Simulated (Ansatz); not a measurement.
A 3-atom cell of ZrSe2 started from a crystallographic database, relaxed with r2SCAN+rVV10, was run in the plane-wave code Ansatz under altered settings. All numbers are computed, without spin polarisation but where a row says otherwise.

```yaml
crystal:
  lattice:
    - [3.78939, 0.00000, 0.00000]
    - [-1.89469, 3.28170, 0.00000]
    - [0.00000, 0.00000, 6.18068]
  atoms:
    - { symbol: Zr, position: [0.00000, 0.00000, 0.00000] }
    - { symbol: Se, position: [0.33333, 0.66667, 0.25375] }
    - { symbol: Se, position: [0.66667, 0.33333, 0.74625] }
```

The base run's other keys:
```yaml
kpoints:
  mp_grid: { grid: [6, 6, 2] }
hamiltonian:
  xc: hse06
scf:
  occupations: { method: fixed }
  n_extra_bands: 4
```

It takes 20 iterations with 1521 plane waves at 420 eV and 14 k points, and leaves a mean stress of +0.35 GPa. The gap over this mesh is 0.960 eV. It ran on 4 threads of Arm Neoverse N1 (shared host).

Outcomes, with energy and stress as changes against the base:
```tsv
setting	outcome	ΔF (meV/atom)	Δ mean stress (GPa)	gap on the mesh (eV)	iterations	wall time
PBE hybrid, exx coeff 0.4, omega 0.5 1/Å	converged	–	0.0	0.783	23	31 s
PBE hybrid, exx coeff 0.4, omega 0.2078 1/Å	converged	–	-0.6	1.418	24	32 s
scf.exx.singularity: regularized	converged	-0.1	0.0	0.961	20	30 s
basis.ecutwfc: 600	converged	-0.7	0.0	0.960	20	55 s
```
A dash marks a value that wasn't obtained or can't be compared. Stress is positive in compression. The base took 30 s. The base's mesh is coarse for a hybrid, so its own values aren't converged.

- PBE hybrid, exx coeff 0.4, omega 0.5 1/Å. That is 40 % exact exchange, screened with ω = 0.5 1/Å, against HSE06's 25 % screened at 0.208 1/Å. The mean stress moves by 0.0 GPa and the gap on the mesh by -0.177 eV (to 0.783). Totals of different functionals aren't comparable.
- PBE hybrid, exx coeff 0.4, omega 0.2078 1/Å. That is 40 % exact exchange, screened with ω = 0.2078 1/Å, against HSE06's 25 % screened at 0.208 1/Å. The mean stress moves by -0.6 GPa and the gap on the mesh by +0.458 eV (to 1.418). Totals of different functionals aren't comparable.

Within 1 meV an atom, 0.1 GPa and 0.005 eV of the base stay: scf.exx.singularity: regularized; basis.ecutwfc: 600.

The runs are scalar-relativistic, without spin-orbit coupling.

The program warns that its thresholds are loose for a hybrid's stress.

The meshes of the hybrids are coarse, so their gaps aren't converged to the digits shown.
